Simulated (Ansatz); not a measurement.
17O nuclear quadrupole resonance in H6OF4

Cell: a computed structure from the Materials Project (it need not be an observed phase).

```cif
data_H6OF4
_symmetry_space_group_name_H-M 'P-1'
_symmetry_Int_Tables_number 2
_cell_length_a 5.3864
_cell_length_b 6.1136
_cell_length_c 6.7937
_cell_angle_alpha 101.982
_cell_angle_beta 113.147
_cell_angle_gamma 107.733
loop_
_atom_site_label
_atom_site_type_symbol
_atom_site_symmetry_multiplicity
_atom_site_Wyckoff_symbol
_atom_site_fract_x
_atom_site_fract_y
_atom_site_fract_z
H1 H 2 i 0.5665 0.7708 0.0027
H3 H 2 i 0.4008 0.5266 0.7609
H5 H 2 i 0.7255 0.7606 0.8384
H7 H 2 i 0.6075 0.1804 0.7493
H9 H 2 i 0.8798 0.3078 0.6050
H11 H 2 i 0.9129 0.8098 0.6146
O O 2 i 0.5994 0.6615 0.8938
F15 F 2 i 0.5334 0.0991 0.8384
F17 F 2 i 0.6979 0.3088 0.6200
F19 F 2 i 0.1146 0.3195 0.5871
F21 F 2 i 0.0722 0.0980 0.2379
```

One atom of each set is listed.

Method: Kohn–Sham DFT in Ansatz, r2SCAN, plane waves and PAW, scalar-relativistic, 500 eV cutoff, Γ-centred 5×4×4 k-points, Fermi–Dirac smearing 0.02 eV.

17O: I = 5/2, Q = -25.58 mb (year-2017 value). Static lattice, zero field.

(1) Predict the zero-field 17O lines of each site.

Answers

(1) For I = 5/2 and η = 0 the lines are 3|C_Q|/20 and twice that; η pulls their ratio below 2.

```
site  atoms  V_zz (10²¹ V/m²)  C_Q (MHz)     η  line frequencies (MHz)
   O      2            -14.01       8.67  0.07              1.31, 2.60
```

At O V_zz stands upright on the plane through its three neighbours (within 1°).
